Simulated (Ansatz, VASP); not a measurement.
# Se in VASP and in Ansatz

```xyz
3
Lattice="4.4423 0.0000 0.0000 -2.2211 3.8471 0.0000 0.0000 0.0000 4.9494" Properties=species:S:1:pos:R:3 pbc="T T T"
Se    0.9640    0.0000    0.8249
Se   -0.4820    0.8348    4.1245
Se    1.7391    3.0123    2.4747
```

Change from the starting cell: equal xx and yy strain of +2 %.

Alike in both runs: task single point; functional PBE; k mesh 8 × 8 × 6; occupations fermi-dirac, width 0.03 eV; no spin polarisation.

|  | VASP | Ansatz |
| --- | --- | --- |
| version | VASP 6.6.1 | Ansatz 0.2.0 |
| potentials or method | VASP PAW PBE potentials, release 64 (Se), cutoff 520 eV | all-electron LAPW, scalar-relativistic |

```csv
,VASP,Ansatz,Ansatz less VASP
gap on the k mesh at the Fermi level (eV),1.19,1.21,+0.024
pressure (GPa),3.6,3.4,-0.16
largest component of the traceless stress (GPa),1.35,1.29,-0.063
rms of the force components (eV/Å),0.439,0.413,-0.0258
```

Atom by atom the forces differ by 0.026 eV/Å (rms over components). Ansatz ran all-electron here, so the differences hold the error of VASP's frozen core and of both bases.

A k mesh can miss the band edges.
